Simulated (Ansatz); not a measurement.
Reactions of cyclopentadiene.

Isolated molecules relaxed with PBE0-D4/def2-TZVP in Ansatz; ΔE leaves out vibrations. CCSD(T)/CBS adds triple-zeta CCSD(T) − MP2 to the extrapolated MP2 energy (def2 sets, frozen cores). This one scheme is used for every species, atoms too. Open shells (•) are unrestricted, without spin–orbit coupling. Spin–orbit coupling would lower the free atoms: a little for C. One conformer a species, not always the lowest.

```tsv
reaction	CCSD(T)/def2-SVP (kJ/mol)
cyclopentadiene → 5 C• + 6 H•	4760
cyclopentadiene → `C#CC(=C)C`	127
cyclopentadiene → `C=C1C=C1C`	209
cyclopentadiene → `C#C/C=C/C`	127
cyclopentadiene → `C1=C[C@H]2C[C@@H]12`	192
cyclopentadiene → `C=C=C1CC1`	198
cyclopentadiene → `C#CC1CC1`	164
cyclopentadiene → `C=CC1=CC1`	197
cyclopentadiene → `CC1=CC=C1`	255
```

Question: Give the CCSD(T)/CBS values in the same order. (Best estimate.)

Answer: Ansatz gave: 4929, 126, 211, 126, 196, 203, 166, 203, 256 kJ/mol.

Largest T1 diagnostic: 0.012, for `CC1=CC=C1`.
